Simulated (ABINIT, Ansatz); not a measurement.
An input for ABINIT 10.8.3 (CdSe (F-43m)):

```
acell 3*1.0 Angstrom
rprim 
  -0.000000000000 3.070271198600 3.070271198600
  3.070271198600 -0.000000000000 3.070271198600
  3.070271198600 3.070271198600 0.000000000000
ntypat 2
znucl 48 34
natom 2
typat 1 2
xred 
  0.000000000000 0.000000000000 0.000000000000
  0.750000000000 0.750000000000 0.750000000000
pp_dirpath "pseudos"
pseudos "Cd.upf, Se.upf"
ecut 48
ngkpt 8 8 8
nshiftk 1
shiftk 0.11 0.21 0.31
kptopt 3
chksymbreak 0
istwfk *1
occopt 1
irdwfk 1
optdriver 99
bs_calctype 1
mbpt_sciss 0.612 eV
bs_loband 20
nband 24
bs_exchange_term 1
bs_coulomb_term 21
bs_coupling 0
bs_algorithm 2
bs_freq_mesh 0 7 0.05 eV
zcut 0.15 eV
ecuteps 3
ecutwfn 24
inclvkb 2
mdf_epsinf 7.91
irdden 1
bs_haydock_niter 300
bs_haydock_tol -0.02 0
indata_prefix "in"
outdata_prefix "out"
tmpdata_prefix "tmp"
```

```sh
OMP_NUM_THREADS=1 mpirun -n 8 abinit run.abi > log
```

Q: Estimate wall time and host memory on 8 MPI ranks of Intel Xeon Platinum 8488C (Sapphire Rapids), shared host.

It took 2.1 min; on shared hardware allow 62 s to 4.1 min. Peak host memory was 15 GiB.

The kernel grows as the square of the matrix size, and full diagonalisation as its cube.

[Paths, hosts, dates, memory and timing lines, banners, echoed tables and standing remarks are left out of the program output.]

[Logs are printed without paths, hosts, clocks, repeated set-up lines and the standing remarks that a program may print on its own settings, such as how far it seeks lower states.]

[Runs of the session that timed out or met a known fault of the program may be left out.]

[Hosts, paths, dates, database ids (printed as entryN), source tags and the programs' standing remarks are cut or masked in the printed files.]

[G0W0 gaps are taken among the corrected bands and points alone; a level outside them can change the order at an edge.]

[Where Ansatz stands beside ABINIT at settings called matched, ABINIT's density can come from a denser mesh and the files from another edition; pairs whose starting gaps differed by over 0.03 eV were left out, so agreement reads better than it is.]
